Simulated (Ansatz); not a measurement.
# Ir (hcp type): the cost of one run

Method: DFT PBE, with the methods named in each step, in Ansatz 0.2.0.

This is Ir in the hcp structure; at room conditions it is fcc.

## 1. Starting point

Symmetry: P6_3/mmc, No. 194, hexagonal system. Conventional cell: a = 2.748 Å, b = 2.748 Å, c = 4.453 Å, α = 90.00°, β = 90.00°, γ = 120.00°. Ir (site symmetry -6m2) is surrounded by 12 Ir at 2.73 to 2.75 Å.

Coordinates:

```xyz
2
Lattice="2.7483 0.0000 0.0000 -1.3741 2.3801 0.0000 0.0000 0.0000 4.4534" Properties=species:S:1:pos:R:3 pbc="T T T"
Ir    0.0000    1.5867    1.1133
Ir    1.3741    0.7934    3.3400
```

Whether this phase is the stable one at these pressures isn't tested.

Atoms are numbered in the order of the input: Ir1, Ir2.

## 2. The reference volume, LAPW

Input file input.yaml:

```yaml
crystal:
  lattice:
    - [2.748275214, 0.0, 0.0]
    - [-1.374137607, 2.3800761519, 0.0]
    - [0.0, 0.0, 4.4533730527]
  atoms:
    - { symbol: Ir, position: [0.3333333333, 0.6666666667, 0.25] }
    - { symbol: Ir, position: [0.6666666667, 0.3333333333, 0.75] }
kpoints:
  mp_grid: { grid: [18, 18, 10] }
  band_path:
    path:
      - [0.0, 0.0, 0.0]
      - [0.5, 0.0, 0.0]
      - [0.3333333333, 0.3333333333, 0.0]
      - [0.0, 0.0, 0.0]
      - [0.0, 0.0, 0.5]
      - [0.5, 0.0, 0.5]
      - [0.3333333333, 0.3333333333, 0.5]
      - [0.0, 0.0, 0.5]
      - [0.5, 0.0, 0.5]
    npoints: 14
scf:
  occupations: { method: fermi_dirac, width: 0.05 }
hamiltonian:
  xc: pbe
  pseudopotentials: { kind: all_electron, lapw: { basis_error: 0.001 } }
output:
  forces: true
  stress: true
  eigenvalues: true
  populations: true
  dos: { projected: true, de: 0.2, e_range: [-14, 8] }
```

On the command line:

```console
$ ansatz run input.yaml --threads 1 --pin off --max-ram 2048MiB --backend cpu --events-out ev --progress --plain --runs-dir out
```

What time and memory should one allow on 1 thread of Intel Xeon Platinum 8488C (Sapphire Rapids), shared host?

About 71 s, with a peak of 0.94 GiB.
